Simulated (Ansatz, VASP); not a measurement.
# SnO2 in VASP and in Ansatz

File INCAR:

```
  PREC = Accurate
  ENCUT = 520
  EDIFF = 1E-7
  ISMEAR = 0
  SIGMA = 0.01
  LREAL = False
  LASPH = True
  NELM = 80
  ALGO = Normal
  ISIF = 2
  LWAVE = False
  LCHARG = False
  GGA = PE
  NBANDS = 20
```

The input KPOINTS:

```
regular mesh
0
Gamma
  8 8 8
```

POSCAR

```
SnO2
1.0
    0.0000000000      2.5334669703      2.5334669703
    2.5334669703      0.0000000000      2.5334669703
    2.5334669703      2.5334669703      0.0000000000
Sn O
1 2
Direct
    0.0000000000      0.0000000000      0.0000000000
    0.2500000000      0.2500000000      0.2500000000
    0.7500000000      0.7500000000      0.7500000000
```

Input for Ansatz:

```yaml
crystal:
  lattice:
    - [0.0, 2.5334669703, 2.5334669703]
    - [2.5334669703, 0.0, 2.5334669703]
    - [2.5334669703, 2.5334669703, 0.0]
  atoms:
    - { symbol: Sn, position: [0.0, 0.0, 0.0] }
    - { symbol: O, position: [0.25, 0.25, 0.25] }
    - { symbol: O, position: [0.75, 0.75, 0.75] }
kpoints:
  mp_grid: { grid: [8, 8, 8] }
  band_path:
    path:
      - [0.0, 0.0, 0.0]
      - [0.5, 0.0, 0.5]
      - [0.625, 0.25, 0.625]
      - [0.375, 0.375, 0.75]
      - [0.5, 0.5, 0.5]
      - [0.5, 0.25, 0.75]
      - [0.25, -0.5, -0.25]
    npoints: 1
hamiltonian:
  xc: pbe
scf:
  occupations: { method: fixed }
  n_extra_bands: 4
output:
  forces: true
  stress: true
  eigenvalues: true
```

Alike in both runs: task single point; functional PBE; k mesh 8 × 8 × 8; no spin polarisation.

```csv
,VASP,Ansatz
version,VASP 6.6.1,Ansatz 0.2.0
potentials or method,"VASP PAW PBE potentials, release 64 (Sn_d, O)","plane waves, PAW"
plane-wave cutoff (eV),520,420
occupations,"gaussian, width 0.01 eV",fixed
valence electrons in the cell,26,26
```

```csv
,VASP,Ansatz,Ansatz less VASP
gap on the k mesh at the Fermi level (eV),0.28,0.29,+0.008
pressure (GPa),10.0,9.3,-0.69
```

Caveats: spin-orbit coupling is left out, which moves the levels of the heavy elements.
